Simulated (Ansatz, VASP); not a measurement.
## C: VASP beside Ansatz

```
C
1.0
     2.58177    0.00000    0.00000
    -1.29088    2.12941    0.00000
     0.00000    0.00000   23.80000
C
2
Cartesian
  0.0000 -0.0038 8.0000
  0.0000 1.4234 8.0000
```

Alike in both runs: functional PBEsol; k mesh 24 × 24 × 1; occupations gaussian, width 0.05 eV; no spin polarisation.

Ansatz relaxed the structure, and its values are those at the end. VASP's run is a single point on that final structure, the one shown.

|  | VASP | Ansatz |
| --- | --- | --- |
| version | VASP 6.6.1 | Ansatz 0.2.0 |
| potentials or method | VASP PAW PBE potentials, release 64 (C) | scalar-relativistic, plane waves, PAW |
| plane-wave cutoff (eV) | 520 | 420 |
| valence electrons in the cell | 8 | 8 |

```tsv
	VASP	Ansatz	Ansatz less VASP
rms of the force components (eV/Å)	0.007	0.000	-0.0070
```

Caveats: the PAW data sets were made with another functional, which shifts forces and pressure a little (VASP).
